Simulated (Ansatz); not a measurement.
# Al2Ni3: the cost of one run

Method: DFT PBE, scalar-relativistic, plane waves, PAW, in Ansatz 0.2.0.

### Step 1. Starting point

The structure is trigonal, space group R-3m (No. 166). Conventional cell: a = 2.589 Å, b = 2.589 Å, c = 31.714 Å, α = 90.00°, β = 90.00°, γ = 120.00°. Around Al (site symmetry 3m) lie 6 Al at 2.59 Å and 6 Ni at 2.59 Å. Ni (site symmetry 3m) has 9 Ni at 2.59 Å and 3 Al at 2.59 Å in its first shell of neighbours. Ni (site symmetry -3m) is surrounded by 6 Ni at 2.59 Å and 6 Al at 2.59 Å.

Coordinates:

```cif
data_structure
_symmetry_space_group_name_H-M 'R-3m:H'
_symmetry_Int_Tables_number 166
_cell_length_a 2.5894
_cell_length_b 2.5894
_cell_length_c 31.7137
_cell_angle_alpha 90.000
_cell_angle_beta 90.000
_cell_angle_gamma 120.000
_cell_volume 184.15
loop_
_atom_site_label
_atom_site_type_symbol
_atom_site_symmetry_multiplicity
_atom_site_Wyckoff_symbol
_atom_site_fract_x
_atom_site_fract_y
_atom_site_fract_z
_atom_site_occupancy
Al1 Al 6 c 0.00000 0.00000 0.90000 1
Ni1 Ni 6 c 0.33333 0.66667 0.96667 1
Ni2 Ni 3 b 0.66667 0.33333 0.83333 1
```

The start is an ordering of an alloy on its end members' structure types: elements ordered on the sites of the Mg type, Ni/Al on Mg (R-3m, No. 166).

### Step 2. Probe: one point on a coarse mesh

Contents of input.yaml:

```yaml
crystal:
  lattice:
    - [1.29470636, 0.74749907, 10.57123317]
    - [-1.29470636, 0.74749907, 10.57123317]
    - [0.0, -1.49499813, 10.57123317]
  atoms:
    - { symbol: Al, position: [0.9, 0.9, 0.9] }
    - { symbol: Al, position: [0.1, 0.1, 0.1] }
    - { symbol: Ni, position: [0.3, 0.3, 0.3], spin: 2.0 }
    - { symbol: Ni, position: [0.5, 0.5, 0.5], spin: 2.0 }
    - { symbol: Ni, position: [0.7, 0.7, 0.7], spin: 2.0 }
basis:
  ecutwfc: 420
kpoints:
  mp_grid: { grid: [6, 6, 6] }
hamiltonian:
  xc: pbe
scf:
  occupations: { method: gaussian, width: 0.1 }
  lower_state_search: "off"
output:
  forces: true
  stress: true
  eigenvalues: true
  populations: true
magnetization:
  spin_polarized: true
```

Command:

```bash
$ ansatz run input.yaml --threads 4 --pin off --max-ram 8192MiB --backend cpu --events-out ev --progress --plain --runs-dir out
```

Q: Estimate wall time and peak memory on 4 threads of Intel Xeon at 2.50GHz (Skylake/Cascade Lake), shared host.

About 12 s, with a peak of 0.47 GiB.
